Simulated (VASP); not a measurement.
# GaSb (F-43m) in VASP: further runs, part 2 of 3

VASP 6.6.1. Earlier steps stand in the parts before.

## 3. Relaxation of the atoms, PBEsol (a relaxed cell with its volume scaled by 0.96)

The input, INCAR:

```
PREC     = Accurate       # precision mode
ENCUT    = 600            # plane-wave cutoff, eV
EDIFF    = 1E-7           # SCF threshold, eV
ISMEAR   = 0              # smearing method
SIGMA    = 0.03           # smearing width, eV
LREAL    = F              # projectors in reciprocal space
LASPH    = T              # aspherical terms in the spheres
NELM     = 80             # most SCF steps
ALGO     = Normal         # electronic algorithm
ISIF     = 2              # what is computed and relaxed
LWAVE    = F              # write WAVECAR
LCHARG   = F              # write CHGCAR
GGA      = PS             # functional
IBRION   = 2              # ionic algorithm
NSW      = 40             # ionic steps
EDIFFG   = -0.01          # ionic threshold
```

The input, KPOINTS:

```
Automatic mesh
0
Gamma
  10 10 10
```

The input, POSCAR:

```
GaSb                                    
1.0
   -0.0000000000      3.0160764940      3.0160764940
    3.0160764940      0.0000000000      3.0160764940
    3.0160764940      3.0160764940      0.0000000000
  Ga              Sb            
     1     1
Direct
     1.0000000000000000    1.0000000000000000    1.0000000000000000
     0.2500000000000000    0.2500000000000000    0.2500000000000000
```

Potentials or basis: VASP PAW PBE potentials, release 64 (Ga_d, Sb).

Run with:

```bash
$ cat potpaw_PBE.64/Ga_d/POTCAR potpaw_PBE.64/Sb/POTCAR > POTCAR
$ mpirun -np 1 vasp_std > vasp.out
```

OUTCAR:

```text
PREC = Accurate
   ENCUT = 600
   EDIFF = 1E-7
   ISMEAR = 0
   LREAL = F
   LASPH = T
   NELM = 80
   ISIF = 2
   GGA = PS
   IBRION = 2
   NSW = 40
   EDIFFG = -0.01

 ion  position               nearest neighbor table
   1  0.000  0.000  0.000-   2 2.61   2 2.61   2 2.61   2 2.61
   2  0.250  0.250  0.250-   1 2.61   1 2.61   1 2.61   1 2.61

  LATTYP: Found a face centered cubic cell.
 ALAT       =     6.0321529880

  Lattice vectors:

 A1 = (   0.0000000000,   3.0160764940,   3.0160764940)
 A2 = (   3.0160764940,   0.0000000000,   3.0160764940)
 A3 = (   3.0160764940,   3.0160764940,   0.0000000000)

Analysis of symmetry for initial positions (statically):
=====================================================================
 Subroutine PRICEL returns:
 Original cell was already a primitive cell.

 Routine SETGRP: Setting up the symmetry group for a
 face centered cubic supercell.

 Subroutine GETGRP returns: Found 24 space group operations
 (whereof 24 operations were pure point group operations)
 out of a pool of 48 trial point group operations.

The static configuration has the point symmetry T_d .

Analysis of symmetry for dynamics (positions and initial velocities):
=====================================================================
 Subroutine PRICEL returns:
 Original cell was already a primitive cell.

 Routine SETGRP: Setting up the symmetry group for a
 face centered cubic supercell.

 Subroutine GETGRP returns: Found 24 space group operations
 (whereof 24 operations were pure point group operations)
 out of a pool of 48 trial point group operations.

The dynamic configuration has the point symmetry T_d .

 Subroutine INISYM returns: Found 24 space group operations
 (whereof 24 operations are pure point group operations),
 and found     1 'primitive' translations

----------------------------------------------------------------------------------------

                                     Primitive cell

  volume of cell :      54.8728

  direct lattice vectors                    reciprocal lattice vectors
     0.000000000  3.016076494  3.016076494    -0.165778289  0.165778289  0.165778289
     3.016076494  0.000000000  3.016076494     0.165778289 -0.165778289  0.165778289
     3.016076494  3.016076494  0.000000000     0.165778289  0.165778289 -0.165778289

  length of vectors
     4.265376283  4.265376283  4.265376283     0.287136419  0.287136419  0.287136419

  position of ions in fractional coordinates (direct lattice)
     0.000000000  0.000000000  0.000000000
     0.250000000  0.250000000  0.250000000

  ion indices of the primitive-cell ions
   primitive index   ion index
                 1           1
                 2           2

----------------------------------------------------------------------------------------

 KPOINTS: Automatic mesh

Automatic generation of k-mesh.
 Grid dimensions read from file:
 generate k-points for:   10   10   10

 Generating k-lattice:

[... 42 lines left out ...]
 [... further k-points ...]
   k-points           NKPTS =     47   k-points in BZ     NKDIM =     47   number of bands    NBANDS=     13
   number of dos      NEDOS =    301   number of ions     NIONS =      2
   total plane-waves  NPLWV =  46656
   dimension x,y,z NGX =    36 NGY =   36 NGZ =   36
   dimension x,y,z NGXF=    72 NGYF=   72 NGZF=   72
   ions per type =               1   1
   NGX,Y,Z   is equivalent  to a cutoff of  14.03, 14.03, 14.03 a.u.
   NGXF,Y,Z  is equivalent  to a cutoff of  28.06, 28.06, 28.06 a.u.
 SYSTEM =  unknown system
   PREC   = accura    normal or accurate (medium, high low for compatibility)
   ISTART =      0    job   : 0-new  1-cont  2-samecut
   ICHARG =      2    charge: 1-file 2-atom 10-const
   ISPIN  =      1    spin polarized calculation?
   LNONCOLLINEAR =      F non collinear calculations
   LSORBIT =      F    spin-orbit coupling
   LASPH  =      T    aspherical Exc in radial PAW
   ENCUT  =  600.0 eV  44.10 Ry    6.64 a.u.   8.52  8.52  8.52*2*pi/ulx,y,z
   NELM   =     80;   NELMIN=  2; NELMDL= -5     # of ELM steps
   EDIFF  = 0.1E-06   stopping-criterion for ELM
   LREAL  =      F    real-space projection
   EDIFFG = -.1E-01   stopping-criterion for IOM
   NSW    =     40    number of steps for IOM
   IBRION =      2    ionic relax: 0-MD 1-quasi-New 2-CG
   NFREE  =      1    steps in history (QN), initial steepest desc. (CG)
   ISIF   =      2    stress and relaxation
   ISYM   =      2    0-nonsym 1-usesym 2-fastsym
   POTIM  = 0.5000    time-step for ionic-motion
   TEBEG  =    0.0;   TEEND  =   0.0 temperature during run
   PSTRESS=    0.0 pullay stress
   NELECT =      18.0000    total number of electrons
   NUPDOWN=      -1.0000    fix difference up-down
   EMIN   =  10.00;   EMAX   =-10.00  energy-range for DOS
   EFERMI =   0.00;   METHOD = LEGACY
   ISMEAR =     0;   SIGMA  =   0.03  broadening in eV -4-tet -1-fermi 0-gaus
   EFERMI_NEDOS =   21; number of points for ismear=-14 and -15
   IALGO  =     38    algorithm
   IMIX   =      4    mixing-type and parameters
     AMIX     =   0.40;   BMIX     =  1.00
     AMIX_MAG =   1.60;   BMIX_MAG =  1.00
  volume/ion in A,a.u.               =      27.44       185.15
  Fermi-wavevector in a.u.,A,eV,Ry     =   1.129050  2.133596 17.344091  1.274755
  Thomas-Fermi vector in A             =   2.265743
   LORBIT       =      0    0 simple, 1 ext, 2 COOP (PROOUT), +10 PAW based schemes
   GGA     = PS    functional components
   LHFCALC =     F    Hartree Fock is set to
   AEXX    =    0.0000 exact exchange contribution
   IVDW    =     0    specifies the selected vdW correction
   LEPSILON=     F    determine dielectric tensor
   LRPA    =     F    only Hartree local field effects (RPA)
 conjugate gradient relaxation of ions
 non-spin polarized calculation
 Gauss-broadening in eV      SIGMA  =   0.03
  energy-cutoff  :      600.00
  volume of cell :       54.87
 maximum number of plane-waves:      1853
 NGX is ok and might be reduce to    36
   NGX = 17   NGY = 17   NGZ = 17

 number of electron      18.0000002 magnetization

 Free energy of the ion-electron system (eV)
  ---------------------------------------------------
  ext. energy  EPLUGINS =         0.00000000
  ---------------------------------------------------
  free energy    TOTEN  =        -8.13757133 eV

  energy without entropy =       -8.13757133  energy(sigma->0) =       -8.13757133

 E-fermi :   5.3462     XC(G=0):  -9.4522

 val. band max:        5.1733048673   @ k =   0.0000   0.0000   0.0000
 cond. band min:       5.4698626526   @ k =   0.0000   0.0000   0.0000
 fundamental gap:      0.2965577853
 Fermi energy:         5.3461959351

 k-point     1 :       0.0000    0.0000    0.0000
  band No.  band energies     occupation
      1      -9.9145      2.00000
      2      -9.9145      2.00000
      3      -9.9145      2.00000
      4      -9.8572      2.00000
      5      -9.8572      2.00000
      6      -6.6343      2.00000
      7       5.1733      2.00000
      8       5.1733      2.00000
      9       5.1733      2.00000
     10       5.4699      0.00000
     11       7.9175      0.00000
     12       7.9175      0.00000
     13       7.9175      0.00000
[... 354 lines left out ...]
  band No.  band energies     occupation
      1      -9.9576      2.00000
      2      -9.8927      2.00000
      3      -9.8921      2.00000
      4      -9.8676      2.00000
      5      -9.8539      2.00000
      6      -4.9258      2.00000
      7      -0.5364      2.00000
      8       2.5074      2.00000
      9       2.8465      2.00000
     10       6.3041      0.00000
     11       7.3864      0.00000
     12      11.4887      0.00000
     13      12.0100      0.00000

 [... further k-points ...]

------------------------ aborting loop because EDIFF is reached ----------------------------------------

  FORCE on cell =-STRESS in cart. coord.  units (eV):
  Direction    XX          YY          ZZ          XY          YZ          ZX
  --------------------------------------------------------------------------------------
  -------------------------------------------------------------------------------------
  Total        0.7857026      0.7857026      0.7857026      0.0000000     -0.0000000      0.0000000
  in kB       22.9409668     22.9409668     22.9409668      0.0000000     -0.0000000      0.0000000
  external PRESSURE =      22.9409668 kB  Pullay stress =       0.0000000 kB

 VOLUME and BASIS-vectors are now :
 -----------------------------------------------------------------------------
  energy-cutoff  :      600.00
  volume of cell :       54.87
      direct lattice vectors                 reciprocal lattice vectors
     0.000000000  3.016076494  3.016076494    -0.165778289  0.165778289  0.165778289
     3.016076494  0.000000000  3.016076494     0.165778289 -0.165778289  0.165778289
     3.016076494  3.016076494  0.000000000     0.165778289  0.165778289 -0.165778289

 POSITION                                       TOTAL-FORCE (eV/Angst)
 -----------------------------------------------------------------------------------
      0.00000      0.00000      0.00000         0.000000      0.000000      0.000000
      1.50804      1.50804      1.50804        -0.000000     -0.000000     -0.000000
 -----------------------------------------------------------------------------------
    total drift:                                0.000000      0.000000      0.000000

  FREE ENERGIE OF THE ION-ELECTRON SYSTEM (eV)
  ---------------------------------------------------
  free  energy   TOTEN  =        -8.1375713329 eV

  energy  without entropy=       -8.1375713329  energy(sigma->0) =       -8.13757133

 reached required accuracy - stopping structural energy minimisation
```

Wall time 20 s (1 thread of AMD EPYC 9R45 (Zen 5), shared host); peak memory 0.2 GiB.

What came out:

```yaml
Free_energy: -8.1376 eV
Pressure_after_relaxing: 2.3 GPa
Band_gap_on_the_k_mesh: 0.30 eV, direct
```

Final structure:
```
CELL_PARAMETERS angstrom
0.00000 3.01608 3.01608
3.01608 0.00000 3.01608
3.01608 3.01608 0.00000
ATOMIC_POSITIONS crystal
Ga 0.00000 0.00000 0.00000
Sb 0.25000 0.25000 0.25000
```

Caveat: the relaxation stopped at its first step, so nothing moved; the PAW data sets were made with another functional, which shifts forces and pressure a little; spin-orbit coupling is left out, which moves the levels of the heavy elements. A k mesh can miss the band edges.

(Part 2 of 3 ends here.)
